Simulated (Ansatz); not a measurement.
A run of Ansatz 0.2.0:

run.py

```python
import json

import ase.io
import numpy as np

import ansatz as az

atoms = ase.io.read("Sn.cif")
atoms.info.pop("occupancy", None)

calculation = (
    az.Crystal.from_ase(atoms)
    .calculation()
    .kpoints(7, 7, 7)
    .functional(exchange="pbe", correlation="none")
    .pseudopotentials(kind="paw", source="ansatz")
    .occupations(method="gaussian", width=0.05)
    .elastic(mode="relaxed_ion", stencil="two_point")
    .forces()
    .stress()
)
outcome = calculation.run(threads=2, events_out="events.jsonl")

report = outcome.report
for line in open("events.jsonl"):
    event = json.loads(line)
    if event["event"] == "scf_iter":
        d = event["data"]
        print(f"SCF {d['iter']:3d}  HF = {d['harris_foulkes_ev']:.6f} eV  dr2 = {d['dr2_ev']:.2e} eV")
    elif event["event"] in ("relax_step", "md_step"):
        d = event["data"]
        print(f"{event['event']} {d['step']:3d}  E = {d['lagrangian_ev']:.6f} eV")
np.set_printoptions(precision=5, suppress=True, linewidth=110)
print("converged:", report["converged"], "after", report["n_iterations"], "iterations")
print(f"free energy {report['free_energy_ev']:.6f} eV, Fermi level {report['fermi_energy_ev']:.4f} eV")
for key in ("band_edges_ev", "magnetization_mub", "site_moments_mub", "site_moments_nc_mub", "forces_ev_ang",
                "stress_gpa"):
    if report.get(key) is not None:
        print(key, np.array(report[key]), sep="\n")
```

Contents of Sn.cif:

```cif
data_Sn
_cell_length_a 3.40607507
_cell_length_b 3.40607507
_cell_length_c 3.40607507
_cell_angle_alpha 119.08489763
_cell_angle_beta 117.16258755
_cell_angle_gamma 93.28931711
_space_group_name_H-M_alt 'P1'
_space_group_name_Hall 'P 1'
_space_group_IT_number 1
loop_
_space_group_symop_operation_xyz
'x,y,z'
loop_
_atom_site_label
_atom_site_type_symbol
_atom_site_symmetry_multiplicity
_atom_site_Wyckoff_symbol
_atom_site_fract_x
_atom_site_fract_y
_atom_site_fract_z
_atom_site_occupancy
Sn1 Sn 1 a 0.0000000000 0.0000000000 0.0000000000 1
```

Potentials or basis: Ansatz PAW earlier set.

The run is started by

```console
$ python run.py
```

Hardware: 2 threads of Arm Neoverse V1, with other jobs on the host.

Question: How long does it take, and how much memory?

Answer: It took 22 s on 2 threads of Arm Neoverse V1 (shared host), peak memory 0.54 GiB. Counts: scf iterations 57, plane waves 1029, k points 64, bands 15, engine runs 1.
